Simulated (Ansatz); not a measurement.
PtS2:

```
Pt S
1.0
     3.54320    0.00000    0.00000
    -1.77160    3.06850    0.00000
     0.00000    0.00000    5.03880
Pt S
1 2
Direct
  0.00000 0.00000 0.00000
  0.66667 0.33333 0.77300
  0.33333 0.66667 0.22700
```

Base run:

```yaml
Program: Ansatz 0.2.0
Functional: LDA
Potentials_or_basis: Ansatz PAW
Cutoff: "420 eV (not typed: the program's choice for these potentials)"
k_mesh: 9 × 9 × 5
Occupations: fermi-dirac, width 0.05 eV
Spin: no spin polarisation
```

Its results: band gap on the k mesh 0.90 eV, indirect (least direct gap 0.95 eV); pressure 3.6 GPa; largest force 0.805 eV/Å.

**Question.** The run is repeated on the same cell with these changes: functional from LDA to PBE. What comes out?

**Answer.** Band gap on the k mesh 1.02 eV, indirect (least direct gap 1.07 eV); pressure 11.6 GPa; largest force 1.257 eV/Å.

PBE binds less tightly than LDA, so the same cell stands under more pressure.

Caveats: spin-orbit coupling is left out, which moves the levels of the heavy elements; the PAW data sets come from PBE, with cores solved anew for the run's functional, which leaves a small shift of forces and pressure (some runs); forces of over 1 eV/Å show positions far from the minimum, so gaps and moduli don't describe the material at rest (some runs).
